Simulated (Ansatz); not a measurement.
The system is TePb.

```
Pb Te
1.0
     4.00229    0.00000    0.00000
     0.00000    4.00229    0.00000
     0.00000    0.00000    4.00229
Pb Te
1 1
Direct
  0.00000 0.00000 0.00000
  0.50000 0.50000 0.50000
```

Measurements of this composition are mostly on another form, of space group No. 225.

Base run:

| Item | Value |
| --- | --- |
| Program | Ansatz 0.2.0 |
| Functional | BLYP |
| Potentials or basis | Ansatz PAW |
| Cutoff | 420 eV (not typed: the program's choice for these potentials) |
| k mesh | 7 × 7 × 7 |
| Occupations | fermi-dirac, width 0.05 eV |
| Spin | no spin polarisation |

Its results: band gap on the k mesh none (metal or under the smearing width); pressure 3.7 GPa.

Problem. After a change of settings the same cell gave: band gap on the k mesh none (metal or under the smearing width); pressure 1.1 GPa. Which change was it?
A. functional from BLYP to PBEsol
B. functional from BLYP to r2SCAN; cutoff from 420 eV (not typed: the program's choice for these potentials) to 500 eV (not typed: the program's choice for these potentials)
C. functional from BLYP to revPBE
D. functional from BLYP to HSEsol; k mesh from 7 × 7 × 7 to 4 × 4 × 4

Solution. C.

Caveats: spin-orbit coupling is left out, which moves the levels of the heavy elements; the PAW data sets come from PBE, with cores solved anew for the run's functional, which leaves a small shift of forces and pressure.

Runs at the PBE level aren't shown here.
